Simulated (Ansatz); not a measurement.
Piezoelectric tensor of GaAs at 3 GPa (stress–strain coefficients)

Computed with DFT PBE, scalar-relativistic, plane waves, PAW (Ansatz). Cutoff 420 eV, 12×12×12 k-points (Γ-centred), fixed occupations. No spin polarisation.

The cell, relaxed at 3 GPa:
```yaml
crystal:
  lattice:
    - [0.00000, 2.83033, 2.83033]
    - [2.83033, 0.00000, 2.83033]
    - [2.83033, 2.83033, 0.00000]
  atoms:
    - { symbol: Ga, position: [0.00000, 0.00000, 0.00000] }
    - { symbol: As, position: [0.75000, 0.75000, 0.75000] }
```

(1) Give the relaxed-ion proper piezoelectric stress tensor e_iJ (C/m², Voigt columns xx yy zz yz xz xy).

(2) With the elastic constants (GPa, Voigt order)
C11 = 113.8, C12 = 55.1, C13 = 55.1, C22 = 113.8, C23 = 55.1, C33 = 113.8, C44 = 54.9, C55 = 54.9, C66 = 54.9 GPa; the others vanish.
find the strain coefficients d = e·C⁻¹ (pC/N).

Answers

(1)
```
x   0.000 0.000 0.000 0.210 0.000 0.000
y   0.000 0.000 0.000 0.000 0.210 0.000
z   0.000 0.000 0.000 0.000 0.000 0.210
```
Signs follow the orientation of the cell as given.

(2)
```
x   0.00 0.00 0.00 3.83 0.00 0.00
y   0.00 0.00 0.00 0.00 3.83 0.00
z   0.00 0.00 0.00 0.00 0.00 3.83
```

Cost: 1 run of about 6.5 core-minutes, on Intel Xeon Processor @ 2.70GHz (shared hosts).